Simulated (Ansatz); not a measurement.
# Si with Ge replacing Si: gradients before and after relaxing the atoms

Start: a supercell of Si (space group Ia-3) built from an entry of the Crystallography Open Database (COD), with all atoms left at the host's positions.

```yaml
crystal:
  lattice:
    - [-3.31800, 3.31800, 9.95400]
    - [6.63600, -6.63600, 0.00000]
    - [6.63600, 6.63600, -6.63600]
  atoms:
    - { symbol: Ge, position: [0.13373, 0.06687, 0.10030] }
    - { symbol: Si, position: [0.13373, 0.06687, 0.60030] }
    - { symbol: Si, position: [0.46707, 0.73353, 0.10030] }
    - { symbol: Si, position: [0.46707, 0.73353, 0.60030] }
    - { symbol: Si, position: [0.80040, 0.40020, 0.10030] }
    - { symbol: Si, position: [0.80040, 0.40020, 0.60030] }
    - { symbol: Si, position: [0.16667, 0.83333, 0.14970] }
    - { symbol: Si, position: [0.16667, 0.83333, 0.64970] }
    - { symbol: Si, position: [0.50000, 0.50000, 0.14970] }
    - { symbol: Si, position: [0.50000, 0.50000, 0.64970] }
    - { symbol: Si, position: [0.83333, 0.16667, 0.14970] }
    - { symbol: Si, position: [0.83333, 0.16667, 0.64970] }
    - { symbol: Si, position: [0.26647, 0.23353, 0.00000] }
    - { symbol: Si, position: [0.26647, 0.23353, 0.50000] }
    - { symbol: Si, position: [0.59980, 0.90020, 0.00000] }
    - { symbol: Si, position: [0.59980, 0.90020, 0.50000] }
    - { symbol: Si, position: [0.93313, 0.56687, 0.00000] }
    - { symbol: Si, position: [0.93313, 0.56687, 0.50000] }
    - { symbol: Si, position: [0.09980, 0.19960, 0.25000] }
    - { symbol: Si, position: [0.09980, 0.19960, 0.75000] }
    - { symbol: Si, position: [0.43313, 0.86627, 0.25000] }
    - { symbol: Si, position: [0.43313, 0.86627, 0.75000] }
    - { symbol: Si, position: [0.76647, 0.53293, 0.25000] }
    - { symbol: Si, position: [0.76647, 0.53293, 0.75000] }
    - { symbol: Si, position: [0.53293, 0.26647, 0.39970] }
    - { symbol: Si, position: [0.53293, 0.26647, 0.89970] }
    - { symbol: Si, position: [0.86627, 0.93313, 0.39970] }
    - { symbol: Si, position: [0.86627, 0.93313, 0.89970] }
    - { symbol: Si, position: [0.19960, 0.59980, 0.39970] }
    - { symbol: Si, position: [0.19960, 0.59980, 0.89970] }
    - { symbol: Si, position: [0.16667, 0.83333, 0.35030] }
    - { symbol: Si, position: [0.16667, 0.83333, 0.85030] }
    - { symbol: Si, position: [0.50000, 0.50000, 0.35030] }
    - { symbol: Si, position: [0.50000, 0.50000, 0.85030] }
    - { symbol: Si, position: [0.83333, 0.16667, 0.35030] }
    - { symbol: Si, position: [0.83333, 0.16667, 0.85030] }
    - { symbol: Si, position: [0.40020, 0.09980, 0.00000] }
    - { symbol: Si, position: [0.40020, 0.09980, 0.50000] }
    - { symbol: Si, position: [0.73353, 0.76647, 0.00000] }
    - { symbol: Si, position: [0.73353, 0.76647, 0.50000] }
    - { symbol: Si, position: [0.06687, 0.43313, 0.00000] }
    - { symbol: Si, position: [0.06687, 0.43313, 0.50000] }
    - { symbol: Si, position: [0.23353, 0.46707, 0.25000] }
    - { symbol: Si, position: [0.23353, 0.46707, 0.75000] }
    - { symbol: Si, position: [0.56687, 0.13373, 0.25000] }
    - { symbol: Si, position: [0.56687, 0.13373, 0.75000] }
    - { symbol: Si, position: [0.90020, 0.80040, 0.25000] }
    - { symbol: Si, position: [0.90020, 0.80040, 0.75000] }
```

Atoms are numbered from 1 in the order listed; like atoms form one site, named after its first atom.

Method: Kohn–Sham DFT in Ansatz, PBE, plane waves and PAW, scalar-relativistic, 420 eV cutoff, Γ-centred 3×3×2 k-points, Fermi–Dirac smearing 0.01 eV.

The largest force at the start is 0.89 eV/Å. Relaxing the ions at fixed cell moves them by 0.069 Å at most (atom 28, Si) and 0.024 Å rms.

```
site  atom  moved (Å)                   first shell before                    first shell after  V_zz before (10²¹ V/m²)  η before
  Ge     1      0.019                  4 Si at 2.31–2.39 Å                  4 Si at 2.39–2.44 Å                    -3.94      0.02
 Si7     7      0.047  3 Si at 2.31–2.39 Å, 1 Ge at 2.39 Å  3 Si at 2.33–2.38 Å, 1 Ge at 2.43 Å                    -1.62      0.36
 Si9     9      0.025                  4 Si at 2.31–2.39 Å                  4 Si at 2.34–2.38 Å                    -1.44      0.04
Si13    13      0.042  3 Si at 2.31–2.39 Å, 1 Ge at 2.39 Å  3 Si at 2.34–2.38 Å, 1 Ge at 2.43 Å                    -1.69      0.33
Si14    14      0.026                  4 Si at 2.31–2.39 Å                  4 Si at 2.34–2.39 Å                    -1.50      0.02
Si19    19      0.048  3 Si at 2.31–2.39 Å, 1 Ge at 2.39 Å  3 Si at 2.33–2.38 Å, 1 Ge at 2.44 Å                    -1.67      0.39
Si20    20      0.015                  4 Si at 2.31–2.39 Å                  4 Si at 2.34–2.38 Å                    -1.47      0.07
Si28    28      0.069       1 Ge at 2.31 Å, 3 Si at 2.39 Å       3 Si at 2.38 Å, 1 Ge at 2.39 Å                    -1.06      0.03
Si35    35      0.028                  4 Si at 2.31–2.39 Å                  4 Si at 2.34–2.39 Å                    -1.44      0.02
Si38    38      0.011                  4 Si at 2.31–2.39 Å                  4 Si at 2.34–2.38 Å                    -1.48      0.03
```

Task: How do the gradients change?

Result: 

| site | atom | V_zz after | η after | change of V_zz |
| --- | --- | --- | --- | --- |
| Ge | 1 | -2.60 | 0.10 | +1.34 |
| Si7 | 7 | 1.40 | 0.84 | – |
| Si9 | 9 | -0.92 | 0.17 | +0.52 |
| Si13 | 13 | 1.37 | 0.93 | – |
| Si14 | 14 | -0.99 | 0.01 | +0.51 |
| Si19 | 19 | 1.52 | 0.84 | – |
| Si20 | 20 | -1.02 | 0.29 | +0.45 |
| Si28 | 28 | -0.40 | 0.23 | +0.66 |
| Si35 | 35 | -1.00 | 0.23 | +0.44 |
| Si38 | 38 | -0.97 | 0.12 | +0.51 |

The largest change of V_zz along a kept axis is on Ge, from -3.94 to -2.60. In per cent, |V_zz| changes by -34 on Ge (all sites that start above 2). Where |V_zz| stays above 0.1 and the axes keep their order, η moves most on Si20, from 0.07 to 0.29. On Si13, Si19, Si7 the largest principal value lies along another axis in the second run, so the two V_zz can't be compared directly. The table leaves out 38 of the 48 sites, with |V_zz| up to 1.58; their tensors move by 0.52 at most along any direction. The statements above cover all sites. The host's own positions weren't relaxed first, so part of the change far from the defect can be the host's relaxation.

The run isn't spin-polarised, and a state with spin may lie lower. The defect repeats with the cell of 48 atoms, so it feels its images: sites between two images don't show the values beside a lone defect, and zeros or small values of η there can come from the images' arrangement. Si carries a gradient in the pure host already, so the values there aren't the defect's effect alone. The defect cell has no gap above 0.1 eV on its mesh, so the values can hang on the smearing and the k-mesh.
Before: The neighbours have not yet relaxed around the defect (largest force 0.89 eV/Å), so a real crystal will differ.
